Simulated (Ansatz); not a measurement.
# WS2: the cost of one run

Method: DFT LDA, scalar-relativistic, plane waves, PAW, in Ansatz 0.2.0.

### 1 The starting structure

It takes space group P-3m1 (No. 164, trigonal). The conventional cell has a = 3.126 Å, b = 3.126 Å, c = 35.284 Å, α = 90.00°, β = 90.00°, γ = 120.00°. W (site symmetry 3m) is surrounded by 6 S at 2.39 Å. S (site symmetry 3m) has 3 W at 2.39 Å as nearest neighbours.

Structure file:

```
W S
1.0
     3.12631    0.00000    0.00000
    -1.56315    2.70746    0.00000
     0.00000    0.00000   35.28411
W S
4 8
Direct
  0.66667 0.33333 0.41382
  0.66667 0.33333 0.75841
  0.33333 0.66667 0.24159
  0.33333 0.66667 0.58618
  0.66667 0.33333 0.19738
  0.66667 0.33333 0.54190
  0.33333 0.66667 0.36954
  0.33333 0.66667 0.71412
  0.66667 0.33333 0.28588
  0.66667 0.33333 0.63046
  0.33333 0.66667 0.45810
  0.33333 0.66667 0.80262
```

It goes back to an entry of the Materials Project, which need not be the stable form.

This cell was relaxed beforehand with the same method: volume 24.89 Å³/atom, gap on the mesh 1.00 eV.

### 2 What is varied

The energy is mapped over two normal modes frozen in (zone-centre modes of the cell shown).

The axes are (1) amplitude of mode 4 (11 cm⁻¹), largest displacement: 7 values from −0.6 Å; (2) amplitude of mode 5 (11 cm⁻¹), largest displacement: 7 values from −0.6 Å.

Nothing else is relaxed (the cell and all other modes fixed). Energies count from the relaxed high-symmetry cell. Points are written as (first, second).

The modes come from a phonon run on the reference cell, made beforehand.

The patterns, per unit of each coordinate (Å):

```csv
atom,x1,y1,z1,x2,y2,z2
W1,-0.419,0.000,0.000,0.000,-0.419,0.000
W2,0.998,0.000,0.000,0.000,0.998,0.000
W3,-0.998,0.000,0.000,0.000,-0.998,0.000
W4,0.419,0.000,0.000,0.000,0.419,0.000
S5,-1.000,0.000,0.000,0.000,-1.000,0.000
S6,0.410,0.000,0.000,0.000,0.410,0.000
S7,-0.427,0.000,0.000,0.000,-0.427,0.000
S8,0.993,0.000,0.000,0.000,0.993,0.000
S9,-0.993,0.000,0.000,0.000,-0.993,0.000
S10,0.427,0.000,0.000,0.000,0.427,0.000
S11,-0.410,0.000,0.000,0.000,-0.410,0.000
S12,1.000,0.000,0.000,0.000,1.000,0.000
```

### 3 The run at (0.0 Å, −0.6 Å)

input.yaml reads:

```yaml
crystal:
  lattice:
    - [3.1263096192, 0.0, 0.0]
    - [-1.5631548096, 2.7074635503, 0.0]
    - [0.0, 0.0, 35.284114782]
  atoms:
    - { symbol: W, position: [0.7130788086, 0.4261576172, 0.4138173528] }
    - { symbol: W, position: [0.5561222993, 0.1122445987, 0.7584076039] }
    - { symbol: W, position: [0.4438777007, 0.8877554013, 0.2415923961] }
    - { symbol: W, position: [0.2869211914, 0.5738423828, 0.5861826472] }
    - { symbol: S, position: [0.7774714825, 0.5549429649, 0.1973791553] }
    - { symbol: S, position: [0.6212558785, 0.2425117571, 0.541901565] }
    - { symbol: S, position: [0.3806292327, 0.7612584653, 0.3695362285] }
    - { symbol: S, position: [0.2233318035, 0.446663607, 0.7141196879] }
    - { symbol: S, position: [0.7766681965, 0.553336393, 0.2858803121] }
    - { symbol: S, position: [0.6193707673, 0.2387415347, 0.6304637715] }
    - { symbol: S, position: [0.3787441215, 0.7574882429, 0.458098435] }
    - { symbol: S, position: [0.2225285175, 0.4450570351, 0.8026208447] }
basis:
  ecutwfc: 420
kpoints:
  mp_grid: { grid: [12, 12, 1] }
hamiltonian:
  xc: lda
  pseudopotentials: { kind: paw, azcp: { folder: soft_1 } }
scf:
  occupations: { method: gaussian, width: 0.05 }
output:
  forces: true
  stress: true
  eigenvalues: true
```

The run is started by

```bash
$ ansatz run input.yaml --threads 4 --pin off --max-ram 8192MiB --backend cpu --events-out ev --progress --plain --runs-dir out
```

What time and memory should one allow on 4 threads of Arm Neoverse N1, shared host?

About 36 s, with a peak of 1.1 GiB.
